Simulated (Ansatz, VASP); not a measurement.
## Cross-check of BP between VASP and Ansatz

Aim: how closely do two programs agree when they are given the same cell, functional and k mesh? Of the first pair: The cell is taken from a series of runs on this material, whose earlier steps may have relaxed, scaled, displaced or heated it; both programs get it as it stands.

Method: plane waves, with VASP 6.6.1 beside it; relaxation of cell and atoms at PBEsol and single point at PBEsol, in Ansatz 0.2.0.

### Step 1. The starting structure

Symmetry: F-43m, No. 216, cubic system. The conventional cell has a = 4.520 Å, b = 4.520 Å, c = 4.520 Å, α = 90.00°, β = 90.00°, γ = 90.00°. Nearest to P lie 4 B at 1.96 Å. B has 4 P at 1.96 Å nearest. Farther neighbours are not listed.

As a file:

```cif
data_structure
_symmetry_space_group_name_H-M 'F-43m'
_symmetry_Int_Tables_number 216
_cell_length_a 4.5200
_cell_length_b 4.5200
_cell_length_c 4.5200
_cell_angle_alpha 90.000
_cell_angle_beta 90.000
_cell_angle_gamma 90.000
_cell_volume 92.34
loop_
_atom_site_label
_atom_site_type_symbol
_atom_site_symmetry_multiplicity
_atom_site_Wyckoff_symbol
_atom_site_fract_x
_atom_site_fract_y
_atom_site_fract_z
_atom_site_occupancy
P1 P 4 c 0.25000 0.25000 0.25000 1
B1 B 4 a 0.00000 0.00000 0.00000 1
```

### Step 2. VASP: relaxation of cell and atoms, PBEsol

The relaxed volume is the usual yardstick between codes: in a stiff, nearly cubic crystal its relative difference is about their pressure difference at one cell divided by the bulk modulus.

Lines of VASP's logs that name or quote its potential files are left out, and so is its time.

The input, INCAR:

```
SYSTEM = BP
PREC = Accurate
ENCUT = 500
EDIFF = 1E-07
NELM = 120
ISMEAR = -1
SIGMA = 0.02
LREAL = .FALSE.
ALGO = Normal
GGA = PS
NBANDS = 10
LORBIT = 11
LWAVE = .FALSE.
LCHARG = .FALSE.
ISIF = 3
IBRION = 2
NSW = 80
EDIFFG = -0.005
LASPH = .TRUE.
GGA_COMPAT = .FALSE.
NELMIN = 4
EFERMI = MIDGAP
```

The input, POSCAR:

```
BP
1.0
    0.0000000000      2.2599796459      2.2599796459
    2.2599796459      0.0000000000      2.2599796459
    2.2599796459      2.2599796459      0.0000000000
P B
1 1
Direct
    0.7500000000      0.7500000000      0.7500000000
    0.0000000000      0.0000000000      0.0000000000
```

The input, KPOINTS:

```
Automatic mesh
0
Gamma
11 11 11
0 0 0
```

PAW data sets: P and B (PBE family, release 64).

Started as:

```bash
$ mpirun -np 1 vasp_std
```

Numbers of over 12 decimals in the logs are rounded to 6 here.

The program printed:

```text
[banner, memory and clock lines left out]
running    1 mpi-ranks, on    1 nodes
 distrk:  each k-point on    1 cores,    1 groups
 distr:  one band on    1 cores,    1 groups

 POSCAR found type information on POSCAR P B
 POSCAR found :  2 types and       2 ions
|                                                                             |
|               ----> ADVICE to this user running VASP <----                  |
|                                                                             |
|     You enforced a specific xc type in the INCAR file but a different       |
|     [... a line on the potential file left out ...]
|     I HOPE YOU KNOW WHAT YOU ARE DOING!                                     |
|                                                                             |

 LDA part: xc-table for (Slater+PW92), standard interpolation
 POSCAR, INCAR and KPOINTS ok, starting setup
 FFT: planning ... GRIDC
 FFT: planning ... GRID_SOFT
 FFT: planning ... GRID
 WAVECAR not read
 entering main loop
       N       E                     dE             d eps       ncg     rms          rms(c)
DAV:   1     0.732090570987E+01    0.73209E+01   -0.40023E+03  1128   0.700E+02
DAV:   2    -0.138668881179E+02   -0.21188E+02   -0.20108E+02  1568   0.107E+02
DAV:   3    -0.144048055667E+02   -0.53792E+00   -0.53637E+00  1358   0.156E+01
DAV:   4    -0.144071749535E+02   -0.23694E-02   -0.23691E-02  1384   0.114E+00
DAV:   5    -0.144071850622E+02   -0.10109E-04   -0.10109E-04  1322   0.745E-02    0.714E+00
DAV:   6    -0.137854168402E+02    0.62177E+00   -0.13780E+00  1250   0.541E+00    0.383E+00
DAV:   7    -0.136828595443E+02    0.10256E+00   -0.25726E-01  1440   0.267E+00    0.122E+00
DAV:   8    -0.136733163008E+02    0.95432E-02   -0.27681E-02  1330   0.970E-01    0.182E-01
DAV:   9    -0.136734419566E+02   -0.12566E-03   -0.66039E-04  1262   0.190E-01    0.102E-01
DAV:  10    -0.136735019828E+02   -0.60026E-04   -0.12363E-04  1300   0.706E-02    0.230E-02
DAV:  11    -0.136735053495E+02   -0.33667E-05   -0.40806E-06  1468   0.136E-02    0.245E-02
DAV:  12    -0.136735057270E+02   -0.37747E-06   -0.18219E-06  1296   0.666E-03    0.684E-03
DAV:  13    -0.136735057132E+02    0.13740E-07   -0.41969E-08   692   0.157E-03
   1 F= -.13673506E+02 E0= -.13673506E+02  d E =-.136735E+02
 curvature:   0.00 expect dE= 0.000E+00 dE for cont linesearch  0.000E+00
 trial: gam= 0.00000 g(F)=  0.254E-48 g(S)=  0.262E-04 ort = 0.000E+00 (trialstep = 0.100E+01)
 search vector abs. value=  0.262E-04
 bond charge predicted
       N       E                     dE             d eps       ncg     rms          rms(c)
DAV:   1    -0.136735267374E+02   -0.21010E-04   -0.53843E-04  1270   0.150E-01    0.281E-02
DAV:   2    -0.136735131555E+02    0.13582E-04   -0.27928E-05  1242   0.282E-02    0.155E-02
DAV:   3    -0.136735091298E+02    0.40257E-05   -0.80307E-06  1288   0.137E-02    0.388E-03
DAV:   4    -0.136735086306E+02    0.49922E-06   -0.29624E-07  1244   0.338E-03    0.315E-03
DAV:   5    -0.136735083869E+02    0.24373E-06   -0.67134E-08   606   0.159E-03    0.139E-03
DAV:   6    -0.136735083346E+02    0.52269E-07   -0.46488E-09   566   0.570E-04
   2 F= -.13673508E+02 E0= -.13673508E+02  d E =-.262137E-05
 trial-energy change:   -0.000003  1 .order   -0.000003   -0.000026    0.000020
 step:   0.5503(harm=  0.5712)  dis= 0.00000  next Energy=   -13.673513 (dE=-0.710E-05)
 bond charge predicted
       N       E                     dE             d eps       ncg     rms          rms(c)
DAV:   1    -0.136735160457E+02   -0.76588E-05   -0.10861E-04  1272   0.675E-02    0.127E-02
DAV:   2    -0.136735132966E+02    0.27490E-05   -0.56391E-06  1238   0.127E-02    0.703E-03
DAV:   3    -0.136735127145E+02    0.58210E-06   -0.16265E-06  1274   0.615E-03    0.175E-03
DAV:   4    -0.136735127739E+02   -0.59367E-07   -0.58137E-08   598   0.152E-03
   3 F= -.13673513E+02 E0= -.13673513E+02  d E =-.706069E-05
 curvature:  -0.28 expect dE=-0.246E-08 dE for cont linesearch -0.246E-08
 trial: gam=-0.01783 g(F)=  0.267E-47 g(S)=  0.864E-08 ort = 0.476E-06 (trialstep = 0.910E+00)
 search vector abs. value=  0.103E-09
 reached required accuracy - stopping structural energy minimisation
```

Parts of OUTCAR (step 2):

```text
ion  position               nearest neighbor table
   1  0.750  0.750  0.750-   2 1.96   2 1.96   2 1.96   2 1.96
   2  0.000  0.000  0.000-   1 1.96   1 1.96   1 1.96   1 1.96

  LATTYP: Found a face centered cubic cell.
 ALAT       =     4.5199592918

 Subroutine GETGRP returns: Found 24 space group operations
 (whereof 24 operations were pure point group operations)

The static configuration has the point symmetry T_d .

 Found     56 irreducible k-points:

   k-points           NKPTS =     56   k-points in BZ     NKDIM =     56   number of bands    NBANDS=     10

   dimension x,y,z NGX =    24 NGY =   24 NGZ =   24
   dimension x,y,z NGXF=    48 NGYF=   48 NGZF=   48

   ENCUT  =  500.0 eV  36.75 Ry    6.06 a.u.   5.83  5.83  5.83*2*pi/ulx,y,z

   NELECT =       8.0000    total number of electrons

 k-points in reciprocal lattice and weights: Automatic mesh
   0.00000000  0.00000000  0.00000000       0.001
   0.09090909  0.00000000  0.00000000       0.006
   0.18181818  0.00000000  0.00000000       0.006
   0.27272727  0.00000000  0.00000000       0.006
   0.36363636  0.00000000  0.00000000       0.006
   0.45454545  0.00000000  0.00000000       0.006
   0.09090909  0.09090909  0.00000000       0.005
   0.18181818  0.09090909  0.00000000       0.018
   0.27272727  0.09090909  0.00000000       0.018
[...]
-0.36363636  0.45454545  0.18181818       0.018
  -0.27272727  0.45454545  0.18181818       0.018

 average (electrostatic) potential at core
       1 -81.0450       2 -24.7178

 E-fermi :   8.1092

 k-point     1 :       0.0000    0.0000    0.0000
  band No.  band energies     occupation
      1      -8.0601      2.00000
      2       7.5385      2.00000
      3       7.5385      2.00000
      4       7.5385      2.00000
      5      10.9118      0.00000
      6      10.9118      0.00000
      7      10.9118      0.00000
      8      15.0510      0.00000
      9      18.8580      0.00000
    ...

 k-point     2 :       0.0909    0.0000    0.0000
  band No.  band energies     occupation
      1      -7.9093      2.00000
      2       6.4081      2.00000
      3       7.2830      2.00000
      4       7.2830      2.00000
      5      11.2642      0.00000
      6      11.2642      0.00000
      7      11.3135      0.00000
      8      15.4741      0.00000
      9      19.0568      0.00000
    ...

 k-point     3 :       0.1818    0.0000    0.0000
  band No.  band energies     occupation
      1      -7.4612      2.00000
      2       4.2904      2.00000
      3       6.7726      2.00000
      4       6.7726      2.00000
      5      11.5655      0.00000
      6      11.9369      0.00000
      7      11.9369      0.00000
      8      16.4637      0.00000
      9      18.3793      0.00000
    ...

  Total        0.0003456      0.0003456      0.0003456      0.0000000      0.0000000     -0.0000000
  in kB        0.0239665      0.0239665      0.0239665      0.0000000      0.0000000     -0.0000000
  external PRESSURE =       0.0239665 kB  Pullay stress =       0.0000000 kB

  energy-cutoff  :      500.00
  volume of cell :       23.10
      direct lattice vectors                 reciprocal lattice vectors
     0.000000000  2.260550579  2.260550579    -0.221185053  0.221185053  0.221185053
     2.260550579  0.000000000  2.260550579     0.221185053 -0.221185053  0.221185053
     2.260550579  2.260550579  0.000000000     0.221185053  0.221185053 -0.221185053

 POSITION                                       TOTAL-FORCE (eV/Angst)
 -----------------------------------------------------------------------------------
      3.39083      3.39083      3.39083        -0.000000     -0.000000     -0.000000
      0.00000      0.00000      0.00000         0.000000      0.000000      0.000000
 -----------------------------------------------------------------------------------
    total drift:                               -0.000000     -0.000000     -0.000000

  FREE ENERGIE OF THE ION-ELECTRON SYSTEM (eV)
  ---------------------------------------------------
  free  energy   TOTEN  =       -13.6735127739 eV

  energy  without entropy=      -13.6735127739  energy(sigma->0) =      -13.67351277

 reached required accuracy - stopping structural energy minimisation

 total charge
# of ion       s       p       d       tot
------------------------------------------
    1        0.989   1.577   0.000   2.566
    2        0.666   1.282   0.000   1.948
--------------------------------------------------
tot          1.655   2.859   0.000   4.514

[... 3 further parts left out ...]
```

CONTCAR:

```
BP
   1.00000000000000
     0.0000000000000000    2.2605505794901135    2.2605505794901135
     2.2605505794901135    0.0000000000000000    2.2605505794901135
     2.2605505794901135    2.2605505794901135    0.0000000000000000
  P               B
     1     1
Direct
     0.7500000000000000    0.7500000000000000    0.7500000000000000
     0.0000000000000000    0.0000000000000000    0.0000000000000000
```

The run keeps the 24 symmetry operations of its start, so it cannot find a distortion of lower symmetry.

### Step 3. Ansatz: relaxation of cell and atoms, PBEsol

Ansatz runs on its PAW soft_1 files.

The same cell, functional, mesh and smearing now go to Ansatz.

The input, input.yaml:

```yaml
crystal:
  lattice:
    - [0.0, 2.2599796459, 2.2599796459]
    - [2.2599796459, 0.0, 2.2599796459]
    - [2.2599796459, 2.2599796459, 0.0]
  atoms:
    - { symbol: P, position: [0.75, 0.75, 0.75] }
    - { symbol: B, position: [0.0, 0.0, 0.0] }
kpoints:
  mp_grid: { grid: [11, 11, 11] }
scf:
  occupations: { method: fermi_dirac, width: 0.02 }
hamiltonian:
  xc: pbesol
  pseudopotentials: { kind: paw, azcp: { folder: soft_1 }, xc_functional: pbe }
basis:
  ecutwfc: 600
output:
  forces: true
  stress: true
relax:
  f_tol: 0.005
  max_steps: 70
  cell: { stress_tol: 0.02, p_target: 0 }
```

Started as:

```bash
$ ansatz run input.yaml --threads 4 --pin off --max-ram 10240MiB --backend cpu --events-out ev --progress --plain --runs-dir out
```

The program printed:

```text
Engine: ansatz 0.2.0, aarch64-unknown-linux-gnu
Pseudopotentials: kind: paw
Pseudopotential: P, paw, valence charge 5, recommended cutoff 420 eV (normal), soft_1/P.paw.azcp
Pseudopotential: B, paw, valence charge 3, recommended cutoff 420 eV (normal), soft_1/B.paw.azcp
Functional definition: PBEsol
  exchange = pbesol_x
  correlation = pbesol_c
Crystal: 2 atoms, lattice volume = 23.086 Å³
Basis set: ecut = 600 eV, 749 PW (Γ), exchange–correlation on 54×54×54 points (8 copies of the dense FFT grid, shifted against one another)
Bands: 8, of which v1, the nominal top of the filled ones, is band 4 counted from 1 (3 counted from 0)
Symmetry: 24 space group operations
Space group: F-43m (ITA 216), of the structure as read, at distance tolerance 2.8e-5 Å
k-points: 56 of 1331 (time reversal used)
Non-local potential: P, projectors of the file, l = 0: 2, l = 1: 2, l = 2: 1
Non-local potential: B, projectors of the file, l = 0: 2, l = 1: 2, l = 2: 1
PAW form: soft (Blöchl's): semilocal exchange-correlation on the pseudo side does not see the compensation charge
PAW frozen core: P, regenerated for the run's functional, and the local potential with it (the file was generated under x = pbe(κ = 0.804, μ = 0.219515), c = pbe(β = 0.066725))
PAW frozen core: B, regenerated for the run's functional, and the local potential with it (the file was generated under x = pbe(κ = 0.804, μ = 0.219515), c = pbe(β = 0.066725))
PAW one-centre angular grid: P, 110 points (default); XC on 64 Gauss nodes
PAW one-centre angular grid: B, 110 points (default); XC on 64 Gauss nodes
Initial density: superposition of atomic densities (chi_scale 0.1, normalization cell, long waves kept (reshape's long-wave potential 0.00 eV rms))
Initial wavefunctions: pseudopotential atomic-orbital guess
Functional: x = pbesol(κ = 0.804, μ = 0.123457), c = pbesol(β = 0.046)
SCF iter   1: F=—  HF=-894.318178 eV  |F-HF|=—  |Δ(HF+E_count)|=         —  Δρ=9.11e-2  dr2=2.12e0  ethr=3.10e-3  ⟨swp⟩=6.2  Hψ=4292  notcnv=0
preconditioner: auto → none  [insulator: Δε(μ)=1.908 eV  Ē_g=13.007 eV  σ=0.020 eV  W_gap=1.00  n_scr=0 (ndim 8)  ℏωp=21.9 eV  f_vac=0.000  D(μ)=0.00/eV (n_scr^D=0)  ε∞_Penn≈3.8]
SCF iter   2: F=—  HF=-893.637073 eV  |F-HF|=—  |Δ(HF+E_count)|=   6.81e-1  Δρ=2.92e-2  dr2=1.44e-1  ethr=3.10e-3  ⟨swp⟩=3.0  Hψ=1374  notcnv=0
SCF iter   3: F=—  HF=-893.595347 eV  |F-HF|=—  |Δ(HF+E_count)|=   4.17e-2  Δρ=1.12e-2  dr2=1.79e-2  ethr=1.80e-3  ⟨swp⟩=3.0  Hψ=896  notcnv=0
SCF iter   4: F=—  HF=-893.590947 eV  |F-HF|=—  |Δ(HF+E_count)|=   4.40e-3  Δρ=1.38e-3  dr2=2.10e-4  ethr=2.23e-4  ⟨swp⟩=2.8  Hψ=812  notcnv=0
SCF iter   5: F=—  HF=-893.590942 eV  |F-HF|=—  |Δ(HF+E_count)|=   4.53e-6  Δρ=7.95e-5  dr2=6.56e-7  ethr=2.62e-6  ⟨swp⟩=2.5  Hψ=695  notcnv=0
SCF iter   6: F=—  HF=-893.590943 eV  |F-HF|=—  |Δ(HF+E_count)|=   6.06e-7  Δρ=7.23e-6  dr2=6.35e-9  ethr=1.25e-9  ⟨swp⟩=5.0  Hψ=1497  notcnv=0
SCF iter   7: F=-893.590943 eV  HF=-893.590943 eV  |F-HF|=7.05e-12  |Δ(HF+E_count)|=   4.07e-9  Δρ=3.89e-7  dr2=4.55e-11  ethr=7.94e-11  ⟨swp⟩=1.1  Hψ=1376  notcnv=0
SCF 1 converged in 7 iterations: F = -893.590943 eV  dr2 = 4.55e-11
  greatest PAW one-centre occupation: 0.763 electrons in one spin orbital (limit 2), on the P atom at site 0 (counted from 0), in its partial waves of l = 0
relax step   1: F+E_penalty+E_count = -893.59094266 eV  Δ(F+E_penalty+E_count) = +0.000e0 eV  max|allowed force component| = 2.961e-16 eV/Å  Δτ_max = 0.0000 Å  P = +0.015 GPa  Ω = 23.086 Å³  (7 SCF iters, dr2 threshold 1.00e-7 eV, accepted)
Initial density: handed on by an earlier stage of this run
Initial wavefunctions: pseudopotential atomic-orbital guess (no wavefunctions were taken with the density)
iter 1 solved again at ethr=1.71e-6 eV; its pass at ethr=3.10e-3 eV (dr2=1.37e-4 eV) is discarded
SCF iter   1: F=—  HF=-893.590943 eV  |F-HF|=—  |Δ(HF+E_count)|=         —  Δρ=2.14e-6  dr2=7.09e-10  ethr=1.71e-6  ⟨swp⟩=2.3  Hψ=5563  notcnv=0
eigensolver tolerance schedule: the retry pair's looser diagonalisation over-reported the residual by 193116.71 of it (diagonalisation noise at an unbounded share of the residual, at the tolerance the schedule requests for it); recorded, not acted on — ethr = c·dr2/N_el stays at c = 1.0e-1
preconditioner: auto → none  [insulator: Δε(μ)=1.143 eV  Ē_g=12.837 eV  σ=0.020 eV  W_gap=1.00  n_scr=0 (ndim 8)  ℏωp=21.9 eV  f_vac=0.000  D(μ)=0.00/eV (n_scr^D=0)  ε∞_Penn≈3.9]
SCF iter   2: F=—  HF=-893.590943 eV  |F-HF|=—  |Δ(HF+E_count)|=   5.92e-7  Δρ=1.48e-6  dr2=4.92e-10  ethr=8.86e-12  ⟨swp⟩=3.9  Hψ=991  notcnv=0
SCF iter   3: F=—  HF=-893.590943 eV  |F-HF|=—  |Δ(HF+E_count)|=  1.27e-10  Δρ=7.37e-7  dr2=9.15e-11  ethr=6.16e-12  ⟨swp⟩=1.4  Hψ=503  notcnv=0
SCF iter   4: F=—  HF=-893.590943 eV  |F-HF|=—  |Δ(HF+E_count)|=  1.98e-11  Δρ=2.75e-7  dr2=8.73e-12  ethr=1.14e-12  ⟨swp⟩=1.6  Hψ=571  notcnv=0
SCF iter   5: F=-893.590943 eV  HF=-893.590943 eV  |F-HF|=7.96e-13  |Δ(HF+E_count)|=  2.27e-13  Δρ=9.65e-8  dr2=1.24e-12  ethr=1.00e-12  ⟨swp⟩=5.0  Hψ=1522  notcnv=0
SCF 2 converged in 5 iterations: F = -893.590943 eV  dr2 = 1.24e-12
relax step   2: F+E_penalty+E_count = -893.59094266 eV  Δ(F+E_penalty+E_count) = -8.527e-12 eV  max|allowed force component| = 3.053e-16 eV/Å  Δτ_max = 0.0000 Å  P = +0.015 GPa  Ω = 23.086 Å³  stress off target by 1.54e-2 GPa  SCF on the basis re-selected at this cell (its energy is not comparable with the rows above)  (5 SCF iters)
basis re-selected at this cell: Δ(F+E_penalty+E_count) = -8.527e-12 eV, ΔP = +0.000 GPa vs the last step (what re-selecting the basis moved, of the pressure what is left beyond the Pulay correction that the steps carried, after the strain that the cell walked since its last selection, with what the two solves' SCF thresholds leave and, on support functions, any second-order correction that the steps lacked; it is no  [...]
SCF converged after 5 iterations
Free energy (F): -893.590943 eV
Harris-Foulkes:  -893.590943 eV  (|F-HF|=7.96e-13)
Internal energy: -893.590943 eV  (E = F + TS)
E sigma→0 (E₀):  -893.590943 eV
Fermi energy:    9.929470 eV
--- Per-component energies (eV) ---
  E_band       = 22.455930
  E_kinetic    = 120.903621
  E_local      = -60.358238  (includes V_loc(G=0)·N_el)
  E_nonlocal   = 40.056326
  E_hartree    = 16.686283
  E_xc         = -106.107696
  E_vxc        = -101.305862  (∫ρ·V_xc dr)
  E_paw        = -618.201033  (= ΣΔE_a)
  E_vpaw       = -10.212484  (= ΣTr[D̂ρ^β])
  E_aug_tail   = 0.000000  (compensation charges beyond the density's cutoff)
  E_ewald      = -286.631013
  E_core_change = 0.060807  (= ΣΔE_core)
  E_smearing   = -0.000000  (= −TS)
  E_closure    = 0.000000  (closes the sum)
  Σ components = -893.590943   (vs F -893.590943, Δ=0.00e0)
--- Forces (eV/Å), atoms counted from 1 ---
  atom   1  P      0.00000000    -0.00000000     0.00000000
  atom   2  B     -0.00000000     0.00000000     0.00000000
  max |Σ_I F_I| component: 2.04e-16 eV/Å
--- Stress (GPa, compression-positive) ---
        0.015400      -0.000000      -0.000000
       -0.000000       0.015400       0.000000
       -0.000000       0.000000       0.015400
  P = ⅓ Tr σ = 0.0154 GPa (0.154 kbar)
--- Relaxed structure (1 steps of the walk, 1 accepted, 1 SCFs on fresh bases) ---
  F+E_penalty+E_count = -893.59094266 eV   max|allowed force component| = 3.053e-16 eV/Å   (the final SCF, on the basis selected at the relaxed cell)
  cell:  # Å, volume = 23.0857 Å³
    - [0.0, 2.2599796459, 2.2599796459]
    - [2.2599796459, 0.0, 2.2599796459]
    - [2.2599796459, 2.2599796459, 0.0]
  atoms:
    - { symbol: P, position: [0.75, 0.75, 0.75] }
    - { symbol: B, position: [0.0, 0.0, 0.0] }
```

The column dr2 measures how far the density is from self-consistency, as an energy; F and HF (Harris–Foulkes) agree once it is small.

### Step 4. Comparison

Known differences besides the potentials themselves: the cutoff is 600 eV in Ansatz and 500 eV in VASP; Ansatz makes its cores anew for this functional, VASP keeps those of its PBE data sets; Ansatz adds a Pulay correction to the stress that steers its cell, VASP none. Total energies have different zeros and are not compared.

Both answers:

```tsv
quantity	Ansatz	VASP	difference
volume (Å³)	23.09	23.10	-0.08 %
edge a after relaxation, in the typed setting (Å)	3.196	3.197	-0.03 %
```

(Continued in part 2 of 2.)

[Lines on the potential files, build, host, timing and source positions are cut from VASP's logs without a mark.]

[Logs are printed without paths, hosts, clocks, repeated set-up lines and the standing remarks that a program may print on its own settings, such as how far it seeks lower states.]

[Hosts, paths, dates, database ids (printed as entryN), source tags and the programs' standing remarks are cut or masked in the printed files.]
